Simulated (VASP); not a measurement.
# NbP (I4_1md) in VASP: notebook, part 2 of 2

VASP 6.6.1. The steps go on from the part before.

### 3 Optical spectrum, PBE

File INCAR:

```
PREC = Accurate ; ENCUT = 520
EDIFF = 1E-7 ; ISMEAR = 0
SIGMA = 0.1 ; LREAL = F
LASPH = T ; NELM = 80
ALGO = Normal ; ISIF = 2
LWAVE = F ; LCHARG = F
GGA = PE ; LOPTICS = T
NBANDS = 66 ; NEDOS = 2000
CSHIFT = 0.1
```

File KPOINTS:

```
Automatic mesh
0
Gamma
  26 26 26
```

File POSCAR:

```
NbP                                     
1.0
   -1.6749232500      1.6749232500      5.7401081800
    1.6749232500     -1.6749232500      5.7401081800
    1.6749232500      1.6749232500     -5.7401081800
  Nb              P             
     2     2
Direct
     0.7499367229990416    0.7499367229990416    1.0000000000000000
     0.4999367229990416    0.9999367229990416    0.5000000000000000
     0.3326918470009555    0.3326918470009555    0.0000000000000000
     0.0826918570009563    0.5826918570009564    0.5000000000000000
```

Potentials or basis: VASP PAW PBE potentials, release 64 (Nb_sv, P).

Launch:

```console
cat potpaw_PBE.64/Nb_sv/POTCAR potpaw_PBE.64/P/POTCAR > POTCAR
mpirun -np 1 vasp_std > vasp.out
```

OUTCAR:

```text
PREC = Accurate
   ENCUT = 520
   EDIFF = 1E-7
   ISMEAR = 0
   LREAL = F
   LASPH = T
   NELM = 80
   ISIF = 2
   GGA = PE

 ion  position               nearest neighbor table
   1  0.750  0.750  0.000-   4 2.55   4 2.55   3 2.55   3 2.55   3 2.55   3 2.55
   2  0.500  1.000  0.500-   3 2.55   3 2.55   4 2.55   4 2.55   4 2.55   4 2.55
   3  0.333  0.333  0.000-   2 2.55   2 2.55   1 2.55   1 2.55   1 2.55   1 2.55
   4  0.083  0.583  0.500-   1 2.55   1 2.55   2 2.55   2 2.55   2 2.55   2 2.55

  LATTYP: Found a body centered tetragonal cell.
 ALAT       =     3.3498465000
 C/A-ratio  =     3.4270872889

  Lattice vectors:

 A1 = (  -1.6749232500,   1.6749232500,   5.7401081800)
 A2 = (   1.6749232500,  -1.6749232500,   5.7401081800)
 A3 = (   1.6749232500,   1.6749232500,  -5.7401081800)

Analysis of symmetry for initial positions (statically):
=====================================================================
 Subroutine PRICEL returns:
 Original cell was already a primitive cell.

 Routine SETGRP: Setting up the symmetry group for a
 body centered tetragonal supercell.

 Subroutine GETGRP returns: Found  8 space group operations
 (whereof  4 operations were pure point group operations)
 out of a pool of 16 trial point group operations.

The static configuration has the point symmetry C_2v.
 The point group associated with its full space group is C_4v.

Analysis of symmetry for dynamics (positions and initial velocities):
=====================================================================
 Subroutine PRICEL returns:
 Original cell was already a primitive cell.

 Routine SETGRP: Setting up the symmetry group for a
 body centered tetragonal supercell.

 Subroutine GETGRP returns: Found  8 space group operations
 (whereof  4 operations were pure point group operations)
 out of a pool of 16 trial point group operations.

The dynamic configuration has the point symmetry C_2v.
 The point group associated with its full space group is C_4v.

 Subroutine INISYM returns: Found  8 space group operations
 (whereof  4 operations are pure point group operations),
 and found     1 'primitive' translations

----------------------------------------------------------------------------------------

                                     Primitive cell

  volume of cell :      64.4125

  direct lattice vectors                    reciprocal lattice vectors
    -1.674923250  1.674923250  5.740108180     0.000000000  0.298521141  0.087106372
[... 143 lines left out ...]
 fundamental gap:      0.0106225151
 Fermi energy:        10.5637187340

 k-point     1 :       0.0000    0.0000    0.0000
  band No.  band energies     occupation
      1     -44.3901      2.00000
      2     -44.3533      2.00000
      3     -20.6493      2.00000
      4     -20.4506      2.00000
      5     -20.4506      2.00000
      6     -20.3090      2.00000
[... 781 lines left out ...]
     29      19.2718      0.00000
     30      20.9884      0.00000

 [... further k-points ...]

 [bands above 30 left out]

------------------------ aborting loop because EDIFF is reached ----------------------------------------

  FORCE on cell =-STRESS in cart. coord.  units (eV):
  Direction    XX          YY          ZZ          XY          YZ          ZX
  --------------------------------------------------------------------------------------
  -------------------------------------------------------------------------------------
  Total       -0.5365478     -0.5365478     -0.7264710      0.0000000      0.0000000      0.0000000
  in kB      -13.3459395    -13.3459395    -18.0700339      0.0000000      0.0000000      0.0000000
  external PRESSURE =     -14.9206376 kB  Pullay stress =       0.0000000 kB

 VOLUME and BASIS-vectors are now :
 -----------------------------------------------------------------------------
  energy-cutoff  :      520.00
  volume of cell :       64.41
      direct lattice vectors                 reciprocal lattice vectors
    -1.674923250  1.674923250  5.740108180     0.000000000  0.298521141  0.087106372
     1.674923250 -1.674923250  5.740108180     0.298521141  0.000000000  0.087106372
     1.674923250  1.674923250 -5.740108180     0.298521141  0.298521141  0.000000000

 POSITION                                       TOTAL-FORCE (eV/Angst)
 -----------------------------------------------------------------------------------
      0.00000      0.00000      8.60944         0.000000      0.000000     -0.000400
      1.67492      0.00000      5.73938         0.000000      0.000000     -0.000400
      0.00000      0.00000      3.81937        -0.000000      0.000000      0.000400
      1.67492      0.00000      0.94932         0.000000     -0.000000      0.000400
 -----------------------------------------------------------------------------------
    total drift:                               -0.000000     -0.000000      0.000145

  FREE ENERGIE OF THE ION-ELECTRON SYSTEM (eV)
  ---------------------------------------------------
  free  energy   TOTEN  =       -35.3196745788 eV

  energy  without entropy=      -35.3182084299  energy(sigma->0) =      -35.31894150

 electrical conductivity sigma (Mega S m-1) (frequency dependency in vasprun.xml)
  --------------------------------------------------------------------------------------
       0.002       0.000       0.000
       0.000       0.002       0.000
       0.000       0.000       0.003

  frequency dependent IMAGINARY DIELECTRIC FUNCTION (independent particle, no local field effects) density-density
     E(ev)      X         Y         Z        XY        YZ        ZX
  --------------------------------------------------------------------------------------------------------------
     0.00000     0.00000     0.00000     0.00000     0.00000     0.00000     0.00000
     1.10369    28.08973    28.08973    19.87927     0.00000     0.00000     0.00000
     2.20737    18.75643    18.75643    20.91990     0.00000     0.00000     0.00000
     3.31106    15.39937    15.39937    15.06541     0.00000     0.00000     0.00000
     4.41475    15.56909    15.56909    13.54963     0.00000     0.00000     0.00000
     5.51843    13.56076    13.56076    14.37464     0.00000     0.00000     0.00000
[... 92 lines left out ...]
   108.16128     0.00012     0.00012     0.00012     0.00000     0.00000     0.00000
   109.26497     0.00011     0.00011     0.00011     0.00000     0.00000     0.00000

  frequency dependent      REAL DIELECTRIC FUNCTION (independent particle, no local field effects) density-density
     E(ev)        X           Y           Z          XY          YZ          ZX
  --------------------------------------------------------------------------------------------------------------
     0.00000   220.79490   220.79490    42.70996     0.00000     0.00000     0.00000
     1.10369    10.98497    10.98497    23.63498     0.00000     0.00000     0.00000
     2.20737     6.68380     6.68380    11.01203     0.00000     0.00000     0.00000
     3.31106     4.89469     4.89469     3.83254     0.00000     0.00000     0.00000
     4.41475     5.43655     5.43655     3.60825     0.00000     0.00000     0.00000
     5.51843     0.02007     0.02007     1.97267     0.00000     0.00000     0.00000
[... 92 lines left out ...]
   108.16128     0.94071     0.94071     0.94091     0.00000     0.00000     0.00000
   109.26497     0.94197     0.94197     0.94217     0.00000     0.00000     0.00000

  frequency dependent IMAGINARY DIELECTRIC FUNCTION (independent particle, no local field effects) current-current
     E(ev)      X         Y         Z        XY        YZ        ZX
  --------------------------------------------------------------------------------------------------------------
     0.00000   513.34667   513.34667   156.90299     0.00000     0.00000     0.00000
     1.10369    29.38798    29.38798    23.73394     0.00000     0.00000     0.00000
     2.20737    19.20319    19.20319    21.77056     0.00000     0.00000     0.00000
     3.31106    15.61053    15.61053    15.19949     0.00000     0.00000     0.00000
     4.41475    15.78511    15.78511    13.67397     0.00000     0.00000     0.00000
     5.51843    13.51918    13.51918    14.41876     0.00000     0.00000     0.00000
[... 92 lines left out ...]
   108.16128     0.00001     0.00001     0.00001     0.00000     0.00000     0.00000
   109.26497     0.00001     0.00001     0.00001     0.00000     0.00000     0.00000

  frequency dependent      REAL DIELECTRIC FUNCTION (independent particle, no local field effects) current-current
     E(ev)        X           Y           Z          XY          YZ          ZX
  --------------------------------------------------------------------------------------------------------------
     0.00000     3.67381     3.67381    40.29056     0.00000     0.00000     0.00000
     1.10369     8.31929     8.31929    20.04931     0.00000     0.00000     0.00000
     2.20737     5.58915     5.58915     9.13679     0.00000     0.00000     0.00000
     3.31106     4.22701     4.22701     2.96262     0.00000     0.00000     0.00000
     4.41475     4.86822     4.86822     3.00437     0.00000     0.00000     0.00000
     5.51843    -0.37257    -0.37257     1.45040     0.00000     0.00000     0.00000
[... 92 lines left out ...]
   108.16128     0.94096     0.94096     0.94092     0.00000     0.00000     0.00000
   109.26497     0.94222     0.94222     0.94218     0.00000     0.00000     0.00000
```

Run time: 2.2 h. Hardware: 1 thread of Intel Xeon Platinum 8559C (Emerald Rapids), shared host; peak memory 6.6 GiB.

What came out:

```
Free energy            : -35.3197 eV
Pressure               : -1.5 GPa
Band gap on the k mesh : none (metal or under the smearing width)
```

Dielectric function (mean over the directions given):
```
energy (eV)  real part  imaginary part
       0.28      40.58           60.87
       1.27      16.43           22.38
       2.32       8.06           18.67
       3.37       4.63           14.97
       4.41       4.83           14.90
       5.41       0.76           13.93
       6.46      -2.60           11.88
       7.51      -4.66            7.30
       8.55      -4.04            5.06
       9.60      -3.34            4.31
      10.60      -2.74            3.44
      11.64      -2.57            2.54
      12.69      -2.33            1.90
      13.74      -2.02            1.27
      14.79      -1.52            0.85
      15.78      -1.10            0.56
      16.83      -0.75            0.41
      17.88      -0.49            0.34
      18.93      -0.25            0.25
      19.98      -0.05            0.22
```

Caveat: independent-particle spectra lack excitons; the intraband (Drude) part of a metal's response may be missing.
